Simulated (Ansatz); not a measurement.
Ytterbium (omega (AlB2-type)) across density functionals

All rows: Ansatz, plane waves with scalar-relativistic PAW, 420 eV (500 eV for the SCAN forms), relaxed under each functional, no dispersion correction, no zero-point motion. B₀ comes from uniform scaling at fixed shape; a dash is a value not given.

| functional | V (Å³/atom) | cell | B₀ (GPa) | magnetic state | ΔE to fcc (meV/atom) |
| --- | --- | --- | --- | --- | --- |
| PBE | 35.33 | a = 5.901 Å, c = 3.514 Å (c/a = 0.596) | 18 | spin not included | 73 |
| r²SCAN | 34.56 | a = 5.874 Å, c = 3.470 Å (c/a = 0.591) | 20 | spin not included | 66 |
| PBEsol | 32.12 | a = 5.723 Å, c = 3.397 Å (c/a = 0.594) | 22 | spin not included | 65 |
| LDA | 29.37 | a = 5.558 Å, c = 3.293 Å (c/a = 0.592) | 26 | spin not included | 57 |
| revPBE | 37.84 | a = 6.030 Å, c = 3.604 Å (c/a = 0.598) | 15 | spin not included | 77 |
| RPBE | 38.84 | a = 6.079 Å, c = 3.641 Å (c/a = 0.599) | 14 | spin not included | 78 |
| BLYP | 37.16 | a = 5.998 Å, c = 3.578 Å (c/a = 0.597) | 16 | spin not included | 73 |

LDA gives the smallest volume and RPBE the largest.

Semilocal functionals delocalise ytterbium's f shell and shrink the cell.
